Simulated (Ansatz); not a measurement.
## MgTe: the gap against volume

MgTe, P6_3mc, a = 4.577 Å, c = 7.452 Å. Ansatz: r2SCAN, PAW, 500 eV, Γ-centred 6×6×4 mesh on 4 atoms, Gaussian smearing 0.02 eV; no spin polarisation. Shape and atoms are relaxed at each volume; x = ln(V/V0) with V0 = 33.807 Å³/atom. The gap is read at the mesh points alone.

```
      x gap y (eV)
-0.0619       3.471
-0.0305           ?
 0.0000       3.161
 0.0296       3.018
 0.0583       2.882
```

Fit a straight line to the other rows, give the volume deformation potential of the gap and its pressure coefficient, and predict the missing gap. B0 = 37.4 GPa.

Means x = 0.006500, y = 3.1330; Σ(Δx)² = 0.007938, ΣΔxΔy = -0.03896; the slope is their ratio. y = 3.1649 − 4.9082 x. The slope is the deformation potential a = dE_g/d ln V = -4.91 eV, and dE_g/dP = −a/B0 = 131 meV/GPa. At x = -0.0305 the fit asked for gives 3.315 eV. The run gave 3.312 eV, so the fit is 0.003 eV too high, within twice the rms miss on the fitted rows (0.003 eV).

Spin-orbit coupling is left out, which matters for the bands of heavy elements. Semilocal functionals give gaps under the measured ones; changes of the gap mostly carry over better.

Cost: 5 runs of about 4.2 core-minutes in all, on Arm Neoverse V1 (shared hosts).